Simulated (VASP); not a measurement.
Write the native input for VASP 6.6.1 that does the following.

| Item | Value |
| --- | --- |
| Task | single point |
| Functional | LDA |
| Potentials or basis | VASP PAW LDA potentials, release 64 (Al, N) |
| Cutoff | 520 eV |
| k mesh | 6 × 6 × 4 |
| Occupations | gaussian, width 0.1 eV |
| Spin | no spin polarisation |
| Dipole correction | no |
| Further INCAR settings | ALGO = Fast; EDIFF = 1e-06; NBANDS = 16 |

The structure of AlN lies in POSCAR:

```
AlN
1.0
    3.3121157418      0.0000000000      0.0000000000
   -1.6560578709      2.8683763727      0.0000000000
    0.0000000000      0.0000000000      4.1875630000
Al N
2 2
Direct
    0.3333333300      0.6666666700      0.7500000000
    0.6666666700      0.3333333300      0.2500000000
    0.3333333300      0.6666666700      0.2500000000
    0.6666666700      0.3333333300      0.7500000000
```

Measurements of this composition are mostly on another form, of space group No. 186.

One way to write it, as run:

INCAR

```
PREC = Accurate
ENCUT = 520
EDIFF = 1E-6
ISMEAR = 0
SIGMA = 0.1
LREAL = False
LASPH = True
NELM = 100
ALGO = Fast
ISIF = 2
LWAVE = False
LCHARG = False
GGA = CA
NBANDS = 16
```

KPOINTS

```
regular mesh
0
Gamma
  6 6 4
```

Potentials or basis: VASP PAW LDA potentials, release 64 (Al, N).

Launch:

```bash
$ cat potpaw_LDA.64/Al/POTCAR potpaw_LDA.64/N/POTCAR > POTCAR
$ mpirun -np 1 vasp_std > vasp.out
```

Results of the run:

```yaml
Pressure: -8.2 GPa
Band_gap_on_the_k_mesh: 3.29 eV, direct
```

Run time: 21 s on 1 thread of Intel(R) Xeon(R) Platinum 8259CL CPU @ 2.50GHz (Skylake/Cascade Lake), on a shared host, peak memory 0.14 GiB.
